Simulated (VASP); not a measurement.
Input of a VASP 6.6.1 run:

The input INCAR:

```
SYSTEM = AlN
  PREC = Accurate
  ENCUT = 520
  EDIFF = 1E-7
  ISMEAR = 0
  SIGMA = 0.03
  LREAL = .FALSE.
  LASPH = .TRUE.
  NELM = 80
  ALGO = Normal
  ISIF = 2
  LWAVE = .FALSE.
  LCHARG = .FALSE.
  NBANDS = 16
```

KPOINTS

```
Automatic mesh
0
G
  12 12 6
  0 0 0
```

POSCAR

```
AlN                                     
1.0
    3.1131018766     -0.0000000000      0.0000000000
   -1.5565509384      2.6960253078      0.0000000000
   -0.0000000000      0.0000000000      4.9818131090
  Al              N             
     2     2
Direct
     0.3333333300000021    0.6666666699999979    0.9989855801228924
     0.6666666699999979    0.3333333300000021    0.4989855801228925
     0.3333333300000021    0.6666666699999979    0.3810144198771101
     0.6666666699999979    0.3333333300000021    0.8810144198771102
```

Contents of KPOINTS_OPT:

```
explicit points
96
Reciprocal
 0.0000000000  0.0000000000  0.0000000000 1
 0.0555555556  0.0000000000  0.0000000000 1
 0.1111111111  0.0000000000  0.0000000000 1
 0.1666666667  0.0000000000  0.0000000000 1
 0.2222222222  0.0000000000  0.0000000000 1
 0.2777777778  0.0000000000  0.0000000000 1
 0.3333333333  0.0000000000  0.0000000000 1
 0.3888888889  0.0000000000  0.0000000000 1
 0.4444444444  0.0000000000  0.0000000000 1
 0.5000000000  0.0000000000  0.0000000000 1
 0.5000000000  0.0000000000  0.0000000000 1
 0.4814814815  0.0370370370  0.0000000000 1
 0.4629629630  0.0740740741  0.0000000000 1
 0.4444444444  0.1111111111  0.0000000000 1
 0.4259259259  0.1481481481  0.0000000000 1
 0.4074074074  0.1851851852  0.0000000000 1
 0.3888888889  0.2222222222  0.0000000000 1
 0.3703703703  0.2592592592  0.0000000000 1
 0.3518518518  0.2962962963  0.0000000000 1
 0.3333333333  0.3333333333  0.0000000000 1
 0.3333333333  0.3333333333  0.0000000000 1
 0.2962962963  0.2962962963  0.0000000000 1
 0.2592592592  0.2592592592  0.0000000000 1
 0.2222222222  0.2222222222  0.0000000000 1
 0.1851851852  0.1851851852  0.0000000000 1
 0.1481481481  0.1481481481  0.0000000000 1
 0.1111111111  0.1111111111  0.0000000000 1
 0.0740740741  0.0740740741  0.0000000000 1
 0.0370370370  0.0370370370  0.0000000000 1
 0.0000000000  0.0000000000  0.0000000000 1
 0.0000000000  0.0000000000  0.0000000000 1
 0.0000000000  0.0000000000  0.0555555556 1
 0.0000000000  0.0000000000  0.1111111111 1
 0.0000000000  0.0000000000  0.1666666667 1
 0.0000000000  0.0000000000  0.2222222222 1
 0.0000000000  0.0000000000  0.2777777778 1
 0.0000000000  0.0000000000  0.3333333333 1
 0.0000000000  0.0000000000  0.3888888889 1
 0.0000000000  0.0000000000  0.4444444444 1
 0.0000000000  0.0000000000  0.5000000000 1
 0.0000000000  0.0000000000  0.5000000000 1
 0.0555555556  0.0000000000  0.5000000000 1
 0.1111111111  0.0000000000  0.5000000000 1
 0.1666666667  0.0000000000  0.5000000000 1
 0.2222222222  0.0000000000  0.5000000000 1
 0.2777777778  0.0000000000  0.5000000000 1
 0.3333333333  0.0000000000  0.5000000000 1
 0.3888888889  0.0000000000  0.5000000000 1
 0.4444444444  0.0000000000  0.5000000000 1
 0.5000000000  0.0000000000  0.5000000000 1
 0.5000000000  0.0000000000  0.5000000000 1
 0.4814814815  0.0370370370  0.5000000000 1
 0.4629629630  0.0740740741  0.5000000000 1
 0.4444444444  0.1111111111  0.5000000000 1
 0.4259259259  0.1481481481  0.5000000000 1
 0.4074074074  0.1851851852  0.5000000000 1
 0.3888888889  0.2222222222  0.5000000000 1
 0.3703703703  0.2592592592  0.5000000000 1
 0.3518518518  0.2962962963  0.5000000000 1
 0.3333333333  0.3333333333  0.5000000000 1
 0.3333333333  0.3333333333  0.5000000000 1
 0.2962962963  0.2962962963  0.5000000000 1
 0.2592592592  0.2592592592  0.5000000000 1
 0.2222222222  0.2222222222  0.5000000000 1
 0.1851851852  0.1851851852  0.5000000000 1
 0.1481481481  0.1481481481  0.5000000000 1
 0.1111111111  0.1111111111  0.5000000000 1
 0.0740740741  0.0740740741  0.5000000000 1
 0.0370370370  0.0370370370  0.5000000000 1
 0.0000000000  0.0000000000  0.5000000000 1
 0.5000000000  0.0000000000  0.5000000000 1
 0.5000000000  0.0000000000  0.4444444444 1
 0.5000000000  0.0000000000  0.3888888889 1
 0.5000000000  0.0000000000  0.3333333333 1
 0.5000000000  0.0000000000  0.2777777778 1
 0.5000000000  0.0000000000  0.2222222222 1
 0.5000000000  0.0000000000  0.1666666667 1
 0.5000000000  0.0000000000  0.1111111111 1
 0.5000000000  0.0000000000  0.0555555556 1
 0.5000000000  0.0000000000  0.0000000000 1
 0.3333333333  0.3333333333  0.0000000000 1
 0.3333333333  0.3333333333  0.0555555556 1
 0.3333333333  0.3333333333  0.1111111111 1
 0.3333333333  0.3333333333  0.1666666667 1
 0.3333333333  0.3333333333  0.2222222222 1
 0.3333333333  0.3333333333  0.2777777778 1
 0.3333333333  0.3333333333  0.3333333333 1
 0.3333333333  0.3333333333  0.3888888889 1
 0.3333333333  0.3333333333  0.4444444444 1
 0.3333333333  0.3333333333  0.5000000000 1
 0.0000000000  0.0000000000  0.0000000000 1
 0.0000000000  0.0000000000  0.5000000000 1
 0.3333333333  0.3333333333  0.5000000000 1
 0.3333333333  0.3333333333  0.0000000000 1
 0.5000000000  0.0000000000  0.5000000000 1
 0.5000000000  0.0000000000  0.0000000000 1
```

Potentials or basis: VASP PAW LDA potentials, release 64 (Al, N).

The run is started by

```console
$ cat potpaw_LDA.64/Al/POTCAR potpaw_LDA.64/N/POTCAR > POTCAR
$ mpirun -np 1 vasp_std > vasp.out
```

Problem. Predict the largest force.

Solution. 0.011 eV/Å.

Problem. What does it give for the band gap on the k mesh?

Solution. 4.21 eV, direct.

Forces in eV/Å, atoms in the order of the input:
```
Al   0.000  0.000  0.011
Al   0.000  0.000  0.011
N    0.000  0.000 -0.011
N    0.000  0.000 -0.011
```

**What was measured.**

“Structural and optical properties of self-assembled AlN nanowires grown on SiO2/Si substrates by molecular beam epitaxy”, 2024, arxiv:2402.00216 quotes, for a bulk crystal of AlN at 0 K: band gap 6.0343 eV (an exciton energy, a little under the gap).

Measured gap of AlN: 6.0343 eV (an exciton energy, a little under the gap; 0 K; quoted in “Structural and optical properties of self-assembled AlN nanowires grown on SiO2/Si substrates by molecular beam epitaxy”, 2024, arxiv:2402.00216). This calculation gives 4.21 eV (-1.82 eV). 2 values of this kind are on record (6.034 to 6.0343 eV); this one was drawn at random. The value is that of LDA, without temperature or zero-point motion. Semilocal functionals fall short of measured gaps as a rule.
